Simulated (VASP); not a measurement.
Mo under changes of volume

One of the cells (16.209 Å³/atom); the others are scaled copies at fixed shape and fractional positions:

```
CELL_PARAMETERS angstrom
-1.59430 1.59430 1.59430
1.59430 -1.59430 1.59430
1.59430 1.59430 -1.59430
ATOMIC_POSITIONS crystal
Mo 0.00000 0.00000 0.00000
```

```yaml
Program: VASP 6.6.1
Functional: r2SCAN
Potentials_or_basis: VASP PAW PBE potentials, release 64 (Mo_sv)
Cutoff: 520 eV
k_mesh: 12 × 12 × 12
Occupations: fermi-dirac, width 0.05 eV
Spin: no spin polarisation
```

```csv
volume (Å³/atom),energy over the lowest point (meV/atom),pressure (GPa)
14.938,32.96,14.9
15.256,10.10,8.2
15.574,0.00,2.1
16.209,13.11,-8.4
16.527,34.14,-12.8
16.845,?,?
```

Task: What does the run at 16.845 Å³/atom give?

Result: Energy over the lowest point 63.53 meV/atom; pressure -16.8 GPa.

Worked out: A Birch-Murnaghan fit of order 3 (a polynomial in V^(-2/3)) to the other rows has its minimum at 15.69 Å³/atom with B0 = V·E''(V) = 275 GPa and B' = 4.2. It gives 63.56 meV/atom at 16.845 Å³/atom, against the run's 63.53, and -dE/dV = -16.8 GPa, against -16.8.

Energies are extrapolated to zero smearing.

Caveats: the PAW data sets were made with another functional, which shifts forces and pressure a little.
